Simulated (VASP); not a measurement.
# MoS2 under changes of volume

One of the cells (51.749 Å³/atom); the others are scaled copies at fixed shape and fractional positions:

```
Mo S
1.0
     3.20521    0.00000    0.00000
    -1.60261    2.77580    0.00000
     0.00000    0.00000   17.44940
Mo S
1 2
Direct
  0.00000 0.00000 0.00000
  0.33333 0.66667 0.91051
  0.33333 0.66667 0.08949
```

```yaml
Program: VASP 6.6.1
Functional: PBE
Potentials_or_basis: VASP PAW PBE potentials, release 64 (Mo_sv, S)
Cutoff: 520 eV
k_mesh: 10 × 10 × 2
Occupations: fermi-dirac, width 0.05 eV
Spin: no spin polarisation
```

| volume (Å³/atom) | energy over the lowest point (meV/atom) | gap on the mesh (eV) | largest force (eV/Å) |
| --- | --- | --- | --- |
| 47.690 | ? | ? | ? |
| 48.705 | 18.27 | 1.86 | 0.924 |
| 49.720 | 5.11 | 1.80 | 0.550 |
| 51.749 | 0.00 | 1.69 | 0.114 |
| 52.764 | 6.65 | 1.64 | 0.410 |
| 53.779 | 18.61 | 1.59 | 0.683 |

**Question.** What does the run at 47.690 Å³/atom give?

**Answer.** Energy over the lowest point 39.59 meV/atom; gap on the mesh 1.92 eV; largest force 1.327 eV/Å.

Worked out: A Birch-Murnaghan fit of order 3 (a polynomial in V^(-2/3)) to the other rows has its minimum at 51.12 Å³/atom with B0 = V·E''(V) = 50 GPa and B' = 4.4 at fixed shape and positions, which overstates the stiffness. It gives 39.58 meV/atom at 47.690 Å³/atom, against the run's 39.59. A straight line through the other rows of the gap, of slope -2.72 eV per unit of ln V, extrapolates to 1.91 eV, against the run's 1.92.

Energies are extrapolated to zero smearing.

A mesh can miss the band edges. Spin-orbit coupling on Mo is left out.
